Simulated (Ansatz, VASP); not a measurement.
## As in VASP and in Ansatz

```
As
1.0
     4.58889    0.00000    0.00000
    -2.29444    3.97409    0.00000
     0.00000    0.00000    5.56138
As
4
Direct
  0.33333 0.66667 0.25001
  0.33333 0.66667 0.74999
  0.66667 0.33333 0.74999
  0.66667 0.33333 0.25001
```

Alike in both runs: functional PBE; k mesh 6 × 6 × 4; occupations gaussian, width 0.1 eV; no spin polarisation.

Ansatz relaxed the structure, and its values are those at the end. VASP's run is a single point on that final structure, the one shown.

```csv
,VASP,Ansatz
version,VASP 6.6.1,Ansatz 0.2.0
potentials or method,"VASP PAW PBE potentials, release 64 (As)","scalar-relativistic, plane waves, PAW"
plane-wave cutoff (eV),520,420
valence electrons in the cell,20,60
```

VASP gave:

```
gap on the k mesh at the Fermi level (eV) : none
pressure (GPa)                            : 0.1
```

Problem. What did Ansatz give for the same quantities?

Solution. gap on the k mesh at the Fermi level (eV): none; pressure (GPa): 0.0.

A gap of «none» marks a metal or a gap that the smearing closes. With one functional, cell and mesh, what is left measures potentials, basis and numerics. The two sets of potentials don't hold the same shells in valence.
